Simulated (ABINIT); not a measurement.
Runs of ABINIT 10.8.3 (patched build) on GaN. Symmetry: Fm-3m, No. 225, cubic system. Conventional cell: a = 4.270 Å, b = 4.270 Å, c = 4.270 Å, α = 90.00°, β = 90.00°, γ = 90.00°. Ga (site symmetry m-3m) has 6 N at 2.14 Å as nearest neighbours. N (site symmetry m-3m) is surrounded by 6 Ga at 2.14 Å. Measurements of this composition are mostly on another form, of space group No. 186.

```tsv
level	gap on the mesh (eV)	pressure (GPa)
BLYP	0.41	(c)
LDA	0.33	(b)
r2SCAN	(a)	-5.6
PBEsol	0.46	-7.0
SCAN	0.95	-7.0
```

Alike in all rows: task band structure; potentials or basis JTH PAW PBE v2.0; no spin polarisation; cell as given; k mesh 11 × 11 × 11; cutoff (eV) 844; smearing fermi-dirac 0.05 eV.

Question: Estimate the missing entries.

Answer: (a) 1.03; (b) -12.7; (c) 8.2.

Caveats: the PAW data sets were made with another functional, which shifts forces and pressure a little; the mesh misses the band edges, which the band path finds closer together.

A k mesh can miss the band edges, and the runs leave out spin-orbit coupling on Ga.
